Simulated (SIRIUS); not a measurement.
Wanted: the native input for a SIRIUS 7.12.0 run.

```
Task                                        : band structure
Functional                                  : PBE
Potentials or basis                         : all-electron FP-LAPW (ZORA valence)
Cutoff                                      : 190 eV
Basis                                       : apw+lo standard
k mesh                                      : 10 × 10 × 3
Occupations                                 : fermi-dirac, width 0.05 eV
Spin                                        : no spin polarisation
Muffin tin radii                            : Mo 2.35, S 2.12 bohr
Basis cutoff (gk_cutoff)                    : 3.74 1/bohr
Cutoff of density and potential (pw_cutoff) : 20 1/bohr
lmax of the basis                           : 10
lmax of density and potential               : 8
Valence relativity                          : zora
Core states                                 : Mo 1s2s2p3s3p3d, S 1s
Local orbitals (radial functions)           : Mo 13, S 12
Reference energy of the basis               : 0.27 Ha
Smallest sphere radius times basis cutoff   : 7.93
Core relativity                             : dirac
Start of the SCF                            : LDA density
```

The system is MoS2.

```xyz
6
Lattice="3.1690 0.0000 0.0000 -1.5845 2.7444 0.0000 0.0000 0.0000 12.3240" Properties=species:S:1:pos:R:3 pbc="T T T"
Mo    1.5845    0.9148    9.2430
Mo    0.0000    1.8296    3.0810
S     1.5845    0.9148    4.6461
S     0.0000    1.8296   10.8081
S     1.5845    0.9148    1.5159
S     0.0000    1.8296    7.6779
```

The input as run:

sirius.json

```json
{
  "control": {
    "processing_unit": "cpu",
    "std_evp_solver_name": "lapack",
    "gen_evp_solver_name": "lapack",
    "verbosity": 2,
    "print_forces": true,
    "ortho_rf": true,
    "use_second_variation": true,
    "rmt_max": 3.0,
    "num_bands_to_print": 24,
    "save_wf": true
  },
  "parameters": {
    "electronic_structure_method": "full_potential_lapwlo",
    "xc_functionals": ["XC_GGA_X_PBE", "XC_GGA_C_PBE"],
    "core_relativity": "dirac",
    "valence_relativity": "zora",
    "num_fv_states": 57,
    "smearing": "fermi_dirac",
    "smearing_width": 0.0018374661,
    "pw_cutoff": 20,
    "gk_cutoff": 3.74,
    "lmax_apw": 10,
    "lmax_rho": 8,
    "lmax_pot": 8,
    "num_mag_dims": 0,
    "auto_rmt": 0,
    "ngridk": [10, 10, 3],
    "shiftk": [0, 0, 0],
    "num_dft_iter": 80,
    "energy_tol": 1e-07,
    "density_tol": 1e-05,
    "use_symmetry": true
  },
  "settings": {"tol_ne": 1e-10},
  "iterative_solver": {"type": "exact"},
  "mixer": {"type": "anderson", "beta": 0.5, "max_history": 8},
  "unit_cell": {
    "lattice_vectors": [[5.9885420889, 0.0, 0.0], [-2.9942710445, 5.1862295807, 0.0], [0.0, 0.0, 23.2889847599]],
    "atom_types": ["Mo", "S"],
    "atom_files": {"Mo": "Mo.json", "S": "S.json"},
    "atoms": {
      "Mo": [[0.6666666667, 0.3333333333, 0.75], [0.3333333333, 0.6666666667, 0.25]],
      "S": [
        [0.6666666667, 0.3333333333, 0.377],
        [0.3333333333, 0.6666666667, 0.877],
        [0.6666666667, 0.3333333333, 0.123],
        [0.3333333333, 0.6666666667, 0.623]
      ]
    }
  }
}
```

Mo.json

```json
{
  "name": "molybdenum",
  "symbol": "Mo",
  "number": 42,
  "mass": 95.96,
  "rmin": 1e-06,
  "rmt": 2.35,
  "nrmt": 800,
  "rinf": 17.03,
  "core": "1s2s2p3s3p3d",
  "valence": [
    {"basis": [{"enu": 0.07, "dme": 0, "n": 0, "auto": 0}, {"enu": 0.07, "dme": 1, "n": 0, "auto": 0}]},
    {"l": 0, "n": 1, "basis": [{"enu": 0.17, "dme": 0, "n": 0, "auto": 0}]},
    {"l": 1, "n": 2, "basis": [{"enu": 0.17, "dme": 0, "n": 0, "auto": 0}]},
    {"l": 2, "n": 3, "basis": [{"enu": 0.17, "dme": 0, "n": 0, "auto": 0}]},
    {"l": 3, "n": 4, "basis": [{"enu": 0.17, "dme": 0, "n": 0, "auto": 0}]}
  ],
  "lo": [
    {"l": 0, "basis": [{"enu": 0.17, "dme": 0, "n": 0, "auto": 0}, {"enu": 0.17, "dme": 1, "n": 0, "auto": 0}]},
    {
      "l": 0,
      "basis": [{"enu": -2.0459, "dme": 0, "n": 4, "auto": 1}, {"enu": -2.0459, "dme": 1, "n": 4, "auto": 1}]
    },
    {
      "l": 0,
      "basis": [{"enu": -2.0459, "dme": 1, "n": 4, "auto": 1}, {"enu": 0.17, "dme": 0, "n": 0, "auto": 0}]
    },
    {"l": 0, "basis": [{"enu": 0.17, "dme": 0, "n": 0, "auto": 0}, {"enu": 3.0672, "dme": 0, "n": 0, "auto": 0}]},
    {"l": 1, "basis": [{"enu": 0.17, "dme": 0, "n": 0, "auto": 0}, {"enu": 0.17, "dme": 1, "n": 0, "auto": 0}]},
    {
      "l": 1,
      "basis": [{"enu": -1.1013, "dme": 0, "n": 4, "auto": 1}, {"enu": -1.1013, "dme": 1, "n": 4, "auto": 1}]
    },
    {
      "l": 1,
      "basis": [{"enu": -1.1013, "dme": 1, "n": 4, "auto": 1}, {"enu": 0.17, "dme": 0, "n": 0, "auto": 0}]
    },
    {"l": 1, "basis": [{"enu": 0.17, "dme": 0, "n": 0, "auto": 0}, {"enu": 3.5018, "dme": 0, "n": 0, "auto": 0}]},
    {"l": 2, "basis": [{"enu": 0.17, "dme": 0, "n": 0, "auto": 0}, {"enu": 0.17, "dme": 1, "n": 0, "auto": 0}]},
    {"l": 2, "basis": [{"enu": 0.17, "dme": 1, "n": 0, "auto": 0}, {"enu": 0.17, "dme": 2, "n": 0, "auto": 0}]},
    {"l": 2, "basis": [{"enu": 0.17, "dme": 0, "n": 0, "auto": 0}, {"enu": 2.9948, "dme": 0, "n": 0, "auto": 0}]},
    {"l": 3, "basis": [{"enu": 0.17, "dme": 0, "n": 0, "auto": 0}, {"enu": 0.17, "dme": 1, "n": 0, "auto": 0}]},
    {"l": 3, "basis": [{"enu": 0.17, "dme": 0, "n": 0, "auto": 0}, {"enu": 3.3207, "dme": 0, "n": 0, "auto": 0}]}
  ],
  "free_atom": [... radial grid and density of the free atom, the start of the SCF ...]
}
```

S.json

```json
{
  "name": "sulphur",
  "symbol": "S",
  "number": 16,
  "mass": 32.065,
  "rmin": 1e-06,
  "rmt": 2.12,
  "nrmt": 800,
  "rinf": 13.52,
  "core": "1s",
  "valence": [
    {"basis": [{"enu": 0.07, "dme": 0, "n": 0, "auto": 0}, {"enu": 0.07, "dme": 1, "n": 0, "auto": 0}]},
    {"l": 0, "n": 1, "basis": [{"enu": 0.0334, "dme": 0, "n": 0, "auto": 0}]},
    {"l": 1, "n": 2, "basis": [{"enu": 0.17, "dme": 0, "n": 0, "auto": 0}]},
    {"l": 2, "n": 3, "basis": [{"enu": 0.17, "dme": 0, "n": 0, "auto": 0}]},
    {"l": 3, "n": 4, "basis": [{"enu": 0.17, "dme": 0, "n": 0, "auto": 0}]}
  ],
  "lo": [
    {
      "l": 0,
      "basis": [{"enu": 0.0334, "dme": 0, "n": 0, "auto": 0}, {"enu": 0.0334, "dme": 1, "n": 0, "auto": 0}]
    },
    {
      "l": 0,
      "basis": [{"enu": 0.0334, "dme": 1, "n": 0, "auto": 0}, {"enu": 0.0334, "dme": 2, "n": 0, "auto": 0}]
    },
    {
      "l": 0,
      "basis": [{"enu": -7.3063, "dme": 0, "n": 2, "auto": 1}, {"enu": -7.3063, "dme": 1, "n": 2, "auto": 1}]
    },
    {
      "l": 0,
      "basis": [{"enu": 0.0334, "dme": 0, "n": 0, "auto": 0}, {"enu": 2.7034, "dme": 0, "n": 0, "auto": 0}]
    },
    {"l": 1, "basis": [{"enu": 0.17, "dme": 0, "n": 0, "auto": 0}, {"enu": 0.17, "dme": 1, "n": 0, "auto": 0}]},
    {
      "l": 1,
      "basis": [{"enu": -5.3182, "dme": 0, "n": 2, "auto": 1}, {"enu": -5.3182, "dme": 1, "n": 2, "auto": 1}]
    },
    {
      "l": 1,
      "basis": [{"enu": -5.3182, "dme": 1, "n": 2, "auto": 1}, {"enu": 0.17, "dme": 0, "n": 0, "auto": 0}]
    },
    {"l": 1, "basis": [{"enu": 0.17, "dme": 0, "n": 0, "auto": 0}, {"enu": 4.264, "dme": 0, "n": 0, "auto": 0}]},
    {"l": 2, "basis": [{"enu": 0.17, "dme": 0, "n": 0, "auto": 0}, {"enu": 0.17, "dme": 1, "n": 0, "auto": 0}]},
    {"l": 2, "basis": [{"enu": 0.17, "dme": 1, "n": 0, "auto": 0}, {"enu": 0.17, "dme": 2, "n": 0, "auto": 0}]},
    {"l": 2, "basis": [{"enu": 0.17, "dme": 0, "n": 0, "auto": 0}, {"enu": 3.641, "dme": 0, "n": 0, "auto": 0}]},
    {"l": 3, "basis": [{"enu": 0.17, "dme": 0, "n": 0, "auto": 0}, {"enu": 0.17, "dme": 1, "n": 0, "auto": 0}]}
  ],
  "free_atom": [... radial grid and density of the free atom, the start of the SCF ...]
}
```

sirius_start.json

```json
{
  "control": {
    "processing_unit": "cpu",
    "std_evp_solver_name": "lapack",
    "gen_evp_solver_name": "lapack",
    "verbosity": 1,
    "print_forces": false,
    "ortho_rf": true,
    "use_second_variation": true,
    "rmt_max": 3.0,
    "num_bands_to_print": 24,
    "save_wf": false
  },
  "parameters": {
    "electronic_structure_method": "full_potential_lapwlo",
    "xc_functionals": ["XC_LDA_X", "XC_LDA_C_PW"],
    "core_relativity": "dirac",
    "valence_relativity": "zora",
    "num_fv_states": 57,
    "smearing": "fermi_dirac",
    "smearing_width": 0.0055123983,
    "pw_cutoff": 20,
    "gk_cutoff": 3.0,
    "lmax_apw": 10,
    "lmax_rho": 8,
    "lmax_pot": 8,
    "num_mag_dims": 0,
    "auto_rmt": 0,
    "ngridk": [4, 4, 1],
    "shiftk": [0, 0, 0],
    "num_dft_iter": 30,
    "energy_tol": 0.01,
    "density_tol": 0.05,
    "use_symmetry": true
  },
  "settings": {"tol_ne": 1e-10},
  "iterative_solver": {"type": "exact"},
  "mixer": {"type": "anderson", "beta": 0.5, "max_history": 8},
  "unit_cell": {
    "lattice_vectors": [[5.9885420889, 0.0, 0.0], [-2.9942710445, 5.1862295807, 0.0], [0.0, 0.0, 23.2889847599]],
    "atom_types": ["Mo", "S"],
    "atom_files": {"Mo": "Mo.json", "S": "S.json"},
    "atoms": {
      "Mo": [[0.6666666667, 0.3333333333, 0.75], [0.3333333333, 0.6666666667, 0.25]],
      "S": [
        [0.6666666667, 0.3333333333, 0.377],
        [0.3333333333, 0.6666666667, 0.877],
        [0.6666666667, 0.3333333333, 0.123],
        [0.3333333333, 0.6666666667, 0.623]
      ]
    }
  }
}
```

sirius_bands.json

```json
{
  "control": {
    "processing_unit": "cpu",
    "std_evp_solver_name": "lapack",
    "gen_evp_solver_name": "lapack",
    "verbosity": 2,
    "print_forces": true,
    "ortho_rf": true,
    "use_second_variation": true,
    "rmt_max": 3.0,
    "num_bands_to_print": 24,
    "save_wf": true
  },
  "parameters": {
    "electronic_structure_method": "full_potential_lapwlo",
    "xc_functionals": ["XC_GGA_X_PBE", "XC_GGA_C_PBE"],
    "core_relativity": "dirac",
    "valence_relativity": "zora",
    "num_fv_states": 57,
    "smearing": "fermi_dirac",
    "smearing_width": 0.0018374661,
    "pw_cutoff": 20,
    "gk_cutoff": 3.74,
    "lmax_apw": 10,
    "lmax_rho": 8,
    "lmax_pot": 8,
    "num_mag_dims": 0,
    "auto_rmt": 0,
    "ngridk": [10, 10, 3],
    "shiftk": [0, 0, 0],
    "num_dft_iter": 80,
    "energy_tol": 1e-07,
    "density_tol": 1e-05,
    "use_symmetry": true
  },
  "settings": {"tol_ne": 1e-10},
  "iterative_solver": {"type": "exact"},
  "mixer": {"type": "anderson", "beta": 0.5, "max_history": 8},
  "unit_cell": {
    "lattice_vectors": [[5.9885420889, 0.0, 0.0], [-2.9942710445, 5.1862295807, 0.0], [0.0, 0.0, 23.2889847599]],
    "atom_types": ["Mo", "S"],
    "atom_files": {"Mo": "Mo.json", "S": "S.json"},
    "atoms": {
      "Mo": [[0.6666666667, 0.3333333333, 0.75], [0.3333333333, 0.6666666667, 0.25]],
      "S": [
        [0.6666666667, 0.3333333333, 0.377],
        [0.3333333333, 0.6666666667, 0.877],
        [0.6666666667, 0.3333333333, 0.123],
        [0.3333333333, 0.6666666667, 0.623]
      ]
    }
  },
  "kpoints_rel": {
    "G": [0.0, 0.0, 0.0],
    "A": [0.0, 0.0, 0.5],
    "H": [0.3333333333, 0.3333333333, 0.5],
    "K": [0.3333333333, 0.3333333333, 0.0],
    "L": [0.5, 0.0, 0.5],
    "M": [0.5, 0.0, 0.0]
  },
  "kpoints_path": ["G", "M", "K", "G", "A", "L", "H", "A"]
}
```

Potentials or basis: all-electron FP-LAPW (ZORA valence), apw+lo standard.

Run with:

```sh
$ OMP_NUM_THREADS=1 sirius.scf --input=sirius_start.json --output=start.json
$ OMP_NUM_THREADS=1 sirius.scf --input=sirius.json --output=output.json --task=1
$ OMP_NUM_THREADS=1 sirius.scf --input=sirius_bands.json --output=bands_out.json --task=2
```

Results of the run:

| Item | Value |
| --- | --- |
| Largest force | 0.077 eV/Å |
| Band gap on the k mesh | 0.93 eV, indirect (least direct gap 1.87 eV) |
| Band gap along the path | 0.88 eV, indirect (least direct gap 1.66 eV) |
| All electrons inside the program's atomic spheres | Mo 39.79; S 14.34 (radii Mo 2.35, S 2.12 bohr) |

Run time: 11 min on 1 thread of Arm Neoverse V1, on a shared host, peak memory 0.99 GiB.
